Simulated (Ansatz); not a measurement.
# Ionic part of the dielectric constant of AlN at 22 GPa, mode by mode

Level of theory: DFT PBE, scalar-relativistic, plane waves, PAW in Ansatz. Cutoff 420 eV, 10×10×10 k-points (Γ-centred), fixed occupations. No spin polarisation. Phonons by linear response, acoustic sum rule imposed.

The structure is cubic, space group F-43m (No. 216). The conventional cell has a = 4.266 Å, b = 4.266 Å, c = 4.266 Å, α = 90.00°, β = 90.00°, γ = 90.00°. Al (site symmetry -43m) has 4 N at 1.85 Å as nearest neighbours. N (site symmetry -43m) is surrounded by 4 Al at 1.85 Å.

Other phases may be more stable at this pressure.

The primitive cell has V = 19.41 Å³ and ε∞,yy = 4.465. Each polar mode adds Δε = (4.92064×10⁷/V)·S/ν² along y, with S its oscillator strength in e²/amu, ν in cm⁻¹ and V in Å³.

Question: From these modes, find each Δε and ε0,yy.
```tsv
ν (cm⁻¹)	S_yy (e²/amu)
725.6	0.6986
```

Answer:
```
ν (cm⁻¹)    Δε
   725.6  3.36
```

The sum is 3.364, so ε0,yy = 7.83; the run's tensor has 7.83.

Question: Where do the longitudinal modes lie for a wave vector along y?

Answer: At 961 cm⁻¹. The Lyddane–Sachs–Teller product Π(ν_LO/ν_TO)² = 1.75 matches ε0/ε∞ = 1.75.

This zinc-blende form isn't the usual stable structure of the compound at low pressure.

Cost: 1 run of about 0.19 core-minutes, on AMD EPYC 9R45 (Zen 5) (shared hosts).